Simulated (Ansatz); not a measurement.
**AlAs: As interstitial**

Computed with DFT PBE, scalar-relativistic, plane waves, PAW (Ansatz). Run with 420 eV cutoff, 2×2×2 k-mesh, shifted by half a step, Gaussian smearing of 0.01 eV, collinear spin in charge 0, +2 alone.

Host crystal, relaxed:

```xyz
2
Lattice="0.0000 2.8640 2.8640 2.8640 0.0000 2.8640 2.8640 2.8640 0.0000" Properties=species:S:1:pos:R:3 pbc="T T T"
Al    0.0000    0.0000    0.0000
As    4.2959    4.2959    4.2959
```

Supercell of 32 atoms, rows in host cell vectors: 1 1 1; 1 -3 1; 1 1 -3. Atoms relax at the host's cell, keeping the symmetry that the supercell leaves at the site. The cell is small, so energies carry finite-size errors of tenths of an eV. The host's Kohn–Sham gap is 1.50 eV. Atoms are taken from and returned to the elements' standard states. Charged cells are corrected for image charges with the computed static dielectric tensor (mean 11.6) and aligned with the host's potential at far atoms (alignment terms reach 0.84 eV; the program doubts the alignment in some charges, where it is up to 0.84 eV). No band-filling term is added, and the Fermi level counts from the host's valence band top.

Defect: As interstitial at (0.250, 0.250, 0.250) of the host cell.

(1) What is the formation energy of the neutral defect?

(2) Does the neutral defect carry a moment, and how do its surroundings relax?

(3) Charges +3, +2, +1, 0 were computed. Which is stable where in the gap?

Results:

(1) 4.20 eV.

(2) It changes the cell's moment by 3.00 μB. The nearest neighbours before are 4 Al at 2.48 Å, 6 As at 2.86 Å; after relaxation the atoms near the site are 4 Al at 2.54 Å, 6 As at 2.98 Å; the largest move is 0.12 Å.

(3) Among the charges computed the stable one is +3 at the valence band top, changing to +2 at 0.15 eV, changing to +1 at 0.55 eV, changing to 0 at 0.77 eV. In charge +2, +1 the cell has partly filled bands: a level of the defect may be part filled, the carrier may sit in the host's bands, or levels may cross between the k points, so transitions that involve it are doubtful. Other sites of the defect weren't tried. Levels between neighbouring charges: (+3/+2) 0.15 eV, (+2/+1) 0.55 eV, (+1/0) 0.77 eV.